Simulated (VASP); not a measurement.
A run of VASP 6.6.1 is set up as follows.

Contents of INCAR:

```
SYSTEM = Ir
PREC     = Accurate       ! precision mode
ENCUT    = 600            ! plane-wave cutoff, eV
EDIFF    = 1E-6           ! SCF threshold, eV
ISMEAR   = 1              ! smearing method
SIGMA    = 0.1            ! smearing width, eV
LREAL    = .False.        ! projectors in reciprocal space
LASPH    = .True.         ! aspherical terms in the spheres
NELM     = 80             ! most SCF steps
ALGO     = Normal         ! electronic algorithm
ISIF     = 3              ! what is computed and relaxed
LWAVE    = .False.        ! write WAVECAR
LCHARG   = .False.        ! write CHGCAR
GGA      = PE             ! functional
IBRION   = 2              ! ionic algorithm
NSW      = 90             ! ionic steps
EDIFFG   = -0.01          ! ionic threshold
```

File KPOINTS:

```
regular mesh
0
Gamma
  16 16 16
  0 0 0
```

File POSCAR:

```
Ir
1.0
    0.0000000000      1.9156000000      1.9156000000
    1.9156000000      0.0000000000      1.9156000000
    1.9156000000      1.9156000000      0.0000000000
Ir
1
Direct
    0.0000000000      0.0000000000      0.0000000000
```

Potentials or basis: VASP PAW PBE potentials, release 64 (Ir).

The run is started by

```console
$ cat potpaw_PBE.64/Ir/POTCAR > POTCAR
$ mpirun -np 1 vasp_std > vasp.out
```

Q: What does it give for the space group after relaxing (to 0.05 Å)?

A: Fm-3m (No. 225).

Q: Estimate the band gap on the k mesh.

A: None (metal or under the smearing width).

Q: What does it give for the relaxed cell?

A: a = 2.739 Å, b = 2.739 Å, c = 2.739 Å, α = 60.00°, β = 60.00°, γ = 60.00°.

Final structure:
```yaml
crystal:
  lattice:
    - [0.00000, 1.93691, 1.93691]
    - [1.93691, 0.00000, 1.93691]
    - [1.93691, 1.93691, 0.00000]
  atoms:
    - { symbol: Ir, position: [0.00000, 0.00000, 0.00000] }
```

The run has no spin-orbit coupling, so splittings on Ir are missing. Zero-point motion and thermal expansion aren't in these numbers.
